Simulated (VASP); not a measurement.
Runs of VASP 6.6.1 on BeTe. It takes space group F-43m (No. 216, cubic). The conventional cell has a = 5.540 Å, b = 5.540 Å, c = 5.540 Å, α = 90.00°, β = 90.00°, γ = 90.00°. Te (site symmetry -43m) has 4 Be at 2.40 Å as nearest neighbours. Around Be (site symmetry -43m) lie 4 Te at 2.40 Å. 

| task | level | spin | exchange at q = 0 | screening parameter | share of exact exchange | gap on the mesh (eV) | pressure (GPa) |
| --- | --- | --- | --- | --- | --- | --- | --- |
| band structure | PBE0 | off | truncated | - | - | 3.16 | 3.1 |
| single point | HSE06 | SOC, no magnetisation | - | 0.2 1/A | - | - | (a) |
| band structure | HSE06 | off | - | 0.2 1/A | - | 2.52 | 3.1 |
| band structure | HSE03 | off | - | - | - | 2.34 | 3.3 |
| band structure | r2SCAN-EpsX | off | truncated | - | 0.13 | 2.81 | (b) |

Alike in all rows: potentials or basis VASP PAW PBE potentials, release 64 (Te, Be); cell as given; k mesh 6 × 6 × 6; cutoff (eV) 520; smearing gaussian 0.02 eV.

Fill in the values left out.

(a) 3.2; (b) 3.9.

Caveats: the PAW data sets were made with another functional, which shifts forces and pressure a little; spin-orbit coupling is left out, which moves the levels of the heavy elements (some runs).

A k mesh can miss the band edges, and rows without SOC leave out spin-orbit coupling on Te.
